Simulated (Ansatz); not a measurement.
HfS2 (layers cut from the bulk crystal), computed twice by G0W0.

The cell holds 9 atoms: 6 S and 3 Hf. Cell: a = 3.615 Å, b = 3.615 Å, c = 52.100 Å, α = 90.0°, β = 90.0°, γ = 120.0°. It derives from HfS2. Regions: layer 1, 3 atoms (2 S and 1 Hf); layer 2, 3 atoms (2 S and 1 Hf); layer 3, 3 atoms (2 S and 1 Hf). Vacuum lies along c.

```xyz
9
Lattice="3.6147 0.0000 0.0000 -1.8073 3.1304 0.0000 0.0000 0.0000 52.1000" Properties=species:S:1:pos:R:3
S     0.0000    2.0869   18.8239
Hf    0.0000    0.0000   20.2796
S     1.8073    1.0435   21.7327
S     0.0000    2.0869   24.5976
Hf    0.0000    0.0000   26.0500
S     1.8073    1.0435   27.5024
S     0.0000    2.0869   30.3673
Hf    0.0000    0.0000   31.8204
S     1.8073    1.0435   33.2761
```

The structure was relaxed with PBE-D3(BJ). The runs that relaxed it are not among those shown. Spin-orbit coupling is left out unless a run names it.

The first (Ansatz 0.2.0; start PBE, 6×6×1 mesh, 473 empty bands, screening to 50 eV, PAW set soft_1 files; 4 threads of Arm Neoverse V2, shared host) gave, on its mesh: starting gap 1.10 eV, G0W0 gap 1.92 eV, mean of 1 + 4πα/V (set by the cell height) 3.54, 6 min.

Question: The second changes empty bands from 473 to 198 and screening cutoff (eV) from 50.0 to 28. What does it give?

It gave: starting gap 1.10 eV, G0W0 gap 1.91 eV, mean of 1 + 4πα/V (set by the cell height) 3.56, 2.2 min. The G0W0 gap moves by −0.01 eV, +0.00 eV from the start and −0.01 eV from the correction. Σc changes by +0.26 eV at the valence top and +0.25 eV at the conduction bottom, and Σx − Vxc between them by +0.0001 eV.

Limits: not at the basis limit; coarse mesh for a sheet; no spin-orbit coupling.

[Paths, hosts, dates, memory and timing lines, banners, echoed tables and standing remarks are left out of the program output.]

[Logs are printed without paths, hosts, clocks, repeated set-up lines and the standing remarks that a program may print on its own settings, such as how far it seeks lower states.]

[Runs of the session that timed out or met a known fault of the program may be left out.]

[Cells called generated may have been cut or substituted from an entry of the Crystallography Open Database or the Materials Project.]

[Hosts, paths, dates, database ids (printed as entryN), source tags and the programs' standing remarks are cut or masked in the printed files.]
